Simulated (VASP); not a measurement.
# As (Pm-3m) in VASP: a run that goes wrong, beside a sound one

Two runs on As: the first has a flaw, the second is sound.

Everything below comes from runs of VASP 6.6.1. Logs are shortened: lines on timing, memory, paths and dates and some standing lists are left out, and cuts for length are marked.

### 1 Starting point

It takes space group Pm-3m (No. 221, cubic). Conventional cell: a = 2.704 Å, b = 2.704 Å, c = 2.704 Å, α = 90.00°, β = 90.00°, γ = 90.00°. As (site symmetry m-3m) has 6 As at 2.70 Å as nearest neighbours.

This isn't the form of As at room conditions, which is rhombohedral.

### 2 A run with an altered input

Contents of INCAR:

```
PREC = Accurate ; ENCUT = 150
EDIFF = 1E-6 ; ISMEAR = -1
SIGMA = 0.05 ; LREAL = F
LASPH = T ; NELM = 62
ALGO = Normal ; ISIF = 3
LWAVE = F ; LCHARG = F
GGA = PS ; IBRION = 2
NSW = 30 ; EDIFFG = -0.01
```

Contents of KPOINTS:

```
Automatic mesh
0
Gamma
  10 10 10
```

Contents of POSCAR:

```
As
1.0
    2.7036817444      0.0000000000      0.0000000000
    0.0000000000      2.7036817444      0.0000000000
    0.0000000000      0.0000000000      2.7036817444
As
1
Direct
    0.5000000000      0.5000000000      0.5000000000
```

Potentials or basis: VASP PAW PBE potentials, release 64 (As).

Launch:

```console
> cat potpaw_PBE.64/As/POTCAR > POTCAR
> mpirun -np 1 vasp_std > vasp.out
```

OUTCAR:

```text
PREC = Accurate
   ENCUT = 150
   EDIFF = 1E-6
   ISMEAR = -1
   LREAL = F
   LASPH = T
   NELM = 62
   ISIF = 3
   GGA = PS
   IBRION = 2
   NSW = 30
   EDIFFG = -0.01

[... 493 lines left out ...]

  FORCE on cell =-STRESS in cart. coord.  units (eV):
  Direction    XX          YY          ZZ          XY          YZ          ZX
  --------------------------------------------------------------------------------------
  -------------------------------------------------------------------------------------
  Total        0.0003176      0.0003176      0.0003176     -0.0000000     -0.0000000      0.0000000
  in kB        0.0265972      0.0265972      0.0265972     -0.0000000     -0.0000000      0.0000000
  external PRESSURE =       0.0265972 kB  Pullay stress =       0.0000000 kB
[... 16 lines left out ...]
  FREE ENERGIE OF THE ION-ELECTRON SYSTEM (eV)
  ---------------------------------------------------
  free  energy   TOTEN  =        -5.0508825351 eV

  energy  without entropy=       -5.0482028710  energy(sigma->0) =       -5.04954270

 reached required accuracy - stopping structural energy minimisation
```

OSZICAR:

```text
N       E                     dE             d eps       ncg     rms          rms(c)
DAV:   1    -0.584001192079E+00   -0.58400E+00   -0.10984E+03   780   0.224E+02
DAV:   2    -0.501201235579E+01   -0.44280E+01   -0.41815E+01   882   0.442E+01
DAV:   3    -0.504954151379E+01   -0.37529E-01   -0.37528E-01   852   0.448E+00
DAV:   4    -0.504956876731E+01   -0.27254E-04   -0.27254E-04   918   0.106E-01
[... 14 lines left out ...]
       N       E                     dE             d eps       ncg     rms          rms(c)
DAV:   1    -0.505455761788E+01   -0.71258E-02   -0.11644E-01   684   0.205E+00    0.309E-01
DAV:   2    -0.505202333414E+01    0.25343E-02   -0.17692E-03   744   0.275E-01    0.164E-01
DAV:   3    -0.505088240771E+01    0.11409E-02   -0.24857E-03   690   0.298E-01    0.458E-02
DAV:   4    -0.505088253509E+01   -0.12738E-06   -0.39552E-06   738   0.192E-02
   3 F= -.50508825E+01 E0= -.50495427E+01  d E =-.635532E-02
```

It took 3.7 s on 1 thread of AMD EPYC 7R13 (Zen 3), shared host; peak memory 0.07 GiB.

The calculation finished and met its thresholds. The input was made wrong on purpose: cutoff far too low (ENCUT = 150). The program ran through all the same, so the numbers look like a result but aren't the crystal's properties.

### 3 Relaxation of cell and atoms, PBEsol

Contents of INCAR:

```
SYSTEM = As
PREC     = Accurate       ! precision mode
ENCUT    = 600            ! plane-wave cutoff, eV
EDIFF    = 1E-6           ! SCF threshold, eV
ISMEAR   = -1             ! smearing method
SIGMA    = 0.05           ! smearing width, eV
LREAL    = .FALSE.        ! projectors in reciprocal space
LASPH    = .TRUE.         ! aspherical terms in the spheres
NELM     = 100            ! most SCF steps
ALGO     = Normal         ! electronic algorithm
ISIF     = 3              ! what is computed and relaxed
LWAVE    = .FALSE.        ! write WAVECAR
LCHARG   = .FALSE.        ! write CHGCAR
GGA      = PS             ! functional
IBRION   = 2              ! ionic algorithm
NSW      = 40             ! ionic steps
EDIFFG   = -0.01          ! ionic threshold
```

Contents of KPOINTS:

```
Automatic mesh
0
G
  10 10 10
  0 0 0
```

POSCAR is that of step 2.

Potentials or basis: VASP PAW PBE potentials, release 64 (As).

Launch:

```console
> cat potpaw_PBE.64/As/POTCAR > POTCAR
> mpirun -np 1 vasp_std > vasp.out
```

Run time: 9.4 s. Hardware: 1 thread of AMD EPYC 7R13 (Zen 3), shared host; peak memory 0.11 GiB.

The run converged. Its results:

- Free energy: -5.0484 eV
- Relaxed volume: 19.48 Å³/atom
- Relaxed cell: a = 2.691 Å, b = 2.691 Å, c = 2.691 Å, α = 90.00°, β = 90.00°, γ = 90.00°
- Space group after relaxing (to 0.05 Å): Pm-3m (No. 221)
- Energy gained by relaxing: 1.1 meV/atom
- Ionic steps: 3
- Pressure after relaxing: 0.0 GPa
- Band gap on the k mesh: none (metal or under the smearing width)

Step by step:
```
step  energy change (eV)  largest force (eV/Å)  pressure (GPa)  volume (Å³)
   1              0.0000                0.0000           -1.26        19.76
   2             -0.0007                0.0000            0.78        19.32
   3             -0.0011                0.0000            0.00        19.48
```

Final structure:
```
As
1.0
     2.69089    0.00000    0.00000
     0.00000    2.69089    0.00000
     0.00000    0.00000    2.69089
As
1
Direct
  0.50000 0.50000 0.50000
```

Levels at points of the mesh, in eV from the Fermi level:
| k point | band 1 | band 2 | band 3 | band 4 | band 5 |
| --- | --- | --- | --- | --- | --- |
| (0.00, 0.00, 0.00) | -15.07 | 4.25 | 4.25 | 4.25 | 8.57 |
| (0.50, 0.00, 0.00) | -11.85 | -7.03 | 6.61 | 6.61 | 11.31 |
| (0.50, 0.50, 0.00) | -8.49 | -4.29 | -4.29 | 2.40 | 8.83 |
| (0.50, 0.50, 0.50) | -4.77 | -1.79 | -1.79 | -1.79 | 5.91 |

Caveat: the PAW data sets were made with another functional, which shifts forces and pressure a little.
